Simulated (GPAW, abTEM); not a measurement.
## WSe2 monolayer: independent atoms against a DFT potential

Question: image and diffraction simulations usually add up neutral spherical atoms. How large is the error for a WSe2 monolayer, in scanning-probe images and phase-contrast images?

The sheet lies in the middle of a cell with vacuum above and below. All numbers are calculated.

## 1. Find the equilibrium geometry

The density hangs on the geometry, so the atoms and the in-plane cell are relaxed first, with the symmetry held. The cutoff is set higher than for the density because stress converges slowly with plane waves.

Settings: GPAW 26.7.0, PBE, 750 eV, 8×8×1 k-points, Fermi–Dirac width 0.05 eV, BFGS to 0.02 eV/Å.

```text
cell
1.0
     3.320000000    0.000000000    0.000000000
    -1.660000000    2.875204341    0.000000000
     0.000000000   -0.000000000   12.560000000
W Se
1 2
Direct
0.000000000 0.000000000 0.500000000
0.666666667 0.333333333 0.633757962
0.666666667 0.333333333 0.366242038
```

```console
$ OMP_NUM_THREADS=1 mpirun -n 4 gpaw python run.py > gpaw.log
```

```text
BFGS:    0      -20.245986        0.022418
BFGS:    1      -20.246003        0.015023
cell  3.3198 3.3198 12.5600  90.00 90.00 120.00
volume 119.876 A^3, largest force 0.015 eV/A, largest stress 0.04 GPa
```

After 1 step the area has changed by 0.0 % and the energy by 0.000 eV; the largest stress left is 0.04 GPa (averaged over the vacuum too). It took 24 s on 4 cores of Arm Neoverse N1 (shared host), peak memory 0.81 GiB.

Shortest distances after relaxation: Se–W 2.549 Å, W–W 3.320 Å, Se–Se 3.320 Å.

## 2. The all-electron density

Fast electrons feel the potential of the nuclei and of all the electrons, so the PAW density is rebuilt with its core regions. Subtracting spherical free atoms from the same code cancels the cores and leaves the deformation density Δρ, the part due to bonding.

Settings: PBE, 600 eV, 9×9×1 k-points, Fermi–Dirac width 0.05 eV; primitive cell of 3 atoms.

```console
$ OMP_NUM_THREADS=1 mpirun -n 4 gpaw python run.py > gpaw.log
```

```text
|iter:   1|       0s |  -20.456071 | -0.06 |       |
|iter:   2|       0s |  -20.424381 | -1.76 | -1.22 |
|iter:   3|       1s |  -20.242627 | -1.64 | -1.25 |
...
|iter:   9|       5s |  -20.244794c| -6.32 | -4.45c|
|iter:  10|       6s |  -20.244794c| -6.90 | -5.09c|
|iter:  11|       6s |  -20.244794c| -7.45c| -5.69c|
```

```text
grid (40, 40, 144)  electrons 142.000  moved by bonding 0.648 e
deformation density beyond 0.5 A of the nuclei: max 0.120, min -0.116 e/A^3
atom        x       y       z   Voronoi charge  moment
W 1    0.0000  0.0000  0.5000      0.098       0.00
Se2    0.6667  0.3333  0.6337     -0.049       0.00
Se3    0.6667  0.3333  0.3663     -0.049       0.00
mean inner potential of superposed free atoms 10.697 V
total magnetic moment 0.000 muB
```

Deformation density in a plane through the shortest contact of the W atom at the origin, in 0.01 e/Å³ (clipped at ±99); x from -1.6 to 4.1 Å, y from 2.4 down to -2.4 Å:

```text
 -1  -1  -1   1   .   .   .  -3   4   3   2   3   3   1  -1  -2
 -1  -1   0   1  -1  -7 -11  -2   3   2   2   2   2   0  -1  -1
 -1   0   1   5  10   8   2   0   0   1   2   3   1  -1  -1  -2
  0   0   1   3   8   8   3   0  -1   1   3   4   1  -1  -2  -2
  1   1  -1  -1  -1  -3  -5  -1   1   0  -2  -2  -2  -2  -2  -2
  0  -1  -4   3   .  -5  -5   1   6  -4 -10   .  -5  -3  -2  -1
 -1  -4  -8  -4   .   .  -4   5  12   0   .   .   .   2  -1  -1
  0  -3  -6   5   .   1   0   4   9   3  -2   .   9   5   1   0
  2   1  -2  -6  -8  -2  -1   2   3   2   1   5   6   3   1   0
  3   3   0  -3  -4   0   1   1   0  -1  -1   0   1   1   0   0
  3   2   1  -1   0   1   1   0  -1  -1  -1   0   0   0   0   0
  2   1   0  -1  -1  -1   0  -1  -1  -1  -1   0   0   0   0   0
  3   1  -1  -2  -2  -2  -1  -1  -1  -1   0   0   0   0   0   0
```

Atoms in or within 0.15 Å of the plane: W (0.0, 0.0), Se (2.5, 0.0) Å. Dots mark points within about 0.45 Å of a nucleus; large values next to them are atomic features.

Se gains most (-0.05 e) and W loses most (+0.10 e), as electronegativity suggests. Such charges fall far short of formal ones, since overlapping free atoms already put density on their neighbours. Along the shortest contact from the W atom at the map's origin, W–Se at 2.55 Å, Δρ is +0.10 e/Å³ at the midpoint and highest, +0.12, 1.40 Å from W (points within 0.5 Å of a nucleus left out): a bond charge, the mark of covalency. At the midpoints of other shortest contacts it is +0.02 (W–W, 3.32 Å) and 0.00 (Se–Se, 3.32 Å) e/Å³. Point values carry grid noise of about 0.01 e/Å³. The printed inner potential is divided by a volume that includes the vacuum. The run needed 11 iterations, 14 s.

## 3. Which functional?

The same geometry is run with other functionals, to see whether the bonding signal is larger than the spread between approximations. Free atoms are LDA for LDA and PBE otherwise; meta-GGAs and hybrids keep PBE cores. Any other changed setting is in the row's label.

| run | q(Se) (e) | moved (e) | time |
| --- | --- | --- | --- |
| PBE | -0.049 | 0.648 | 14 s |
| LDA | -0.046 | 0.618 | 13 s |
| r2SCAN | -0.063 | 0.688 | 34 s |

The charge moved by bonding spans 0.618 to 0.688 e. Times are from shared hosts.

## 4. Scanning probe: integrated centre of mass and ABF

The integrated centre-of-mass signal follows the projected potential of a thin sample, so it responds to any shift of charge; annular bright field is given beside it. The probe is focused on the sheet.

Settings: abTEM 1.0.9, 80 kV, 4×3×1 cells, grid 96×126, 14 slices, atoms at rest, semi-angle 25 mrad, ABF 12–25 mrad, Gaussian source blur σ = 0.25 Å; iCOM in arbitrary units. Columns, named by their atoms per repeat: W (0.00, 0.00), Se2 (1.66, 0.96), void (1.66, 4.79) Å; 'void' is a point in the widest open channel.

```csv
column,"iCOM − void, atoms",bonded,change (%),"ABF, atoms (%)",bonded (%)
W,0.0344,0.0344,-0.1,68.21,68.20
Se2,0.0442,0.0437,-1.3,66.81,66.84
```

Against the void, Se2 changes by -1.3 % and W by -0.1 %. Screening by site charges alone doesn't account for these signs and sizes; the redistribution between atoms, bonds and voids matters as well. At these points the largest ABF change is 0.031 % of the beam. Time: 9.7 s.

## 5. Phase-contrast images through focus

Defocus sets how strongly, and with which sign, the lens passes each spatial frequency; bonding changes the potential mostly at the lowest ones. Defocus counts from the exit plane, 5.9 Å below the sheet's middle.

Settings: abTEM 1.0.9, 80 kV, 3×2×1 cells, grid 126×144, 14 slices, atoms at rest, Cs -15 μm, focal spread 40 Å, aperture 35 mrad; positive defocus is underfocus. Intensity relative to vacuum, independent atoms / with bonding. Columns, named by their atoms per repeat: W (0.00, 0.00), Se2 (1.66, 0.96), void (1.66, 4.79) Å; 'void' is a point in the widest open channel.

```csv
defocus (Å),W,Se2,void
-200,1.188 / 1.190,1.300 / 1.298,1.034 / 1.034
-130,0.929 / 0.931,1.096 / 1.087,0.505 / 0.508
-50,1.036 / 1.038,1.113 / 1.108,0.843 / 0.846
130,0.728 / 0.726,0.666 / 0.670,1.042 / 1.037
200,1.164 / 1.167,1.286 / 1.284,0.974 / 0.974
```

The largest change at any listed point, and its share of that image's contrast range (maximum minus minimum): 0.002 (0 %) at -200 Å, 0.009 (1 %) at -130 Å, 0.005 (2 %) at -50 Å, 0.005 (1 %) at 130 Å, 0.003 (1 %) at 200 Å.

## 6. Answer

Putting the DFT potential in place of independent atoms changes iCOM column contrast by -1.3 to -0.1 % and phase contrast by up to 2 % of its range. The shortest bond, W–Se, has Δρ = +0.10 e/Å³ at its midpoint, a covalent bond charge. Limits: the bonding term is static and added to Lobato atoms; no inelastic scattering.

[Outputs are excerpts: Python notices, other lines and further rows are left out; steps that failed or that the build refused (PBEsol, TPSS) are not shown.]

[Logs are printed without paths, hosts, clocks, repeated set-up lines and the standing remarks that a program may print on its own settings, such as how far it seeks lower states.]
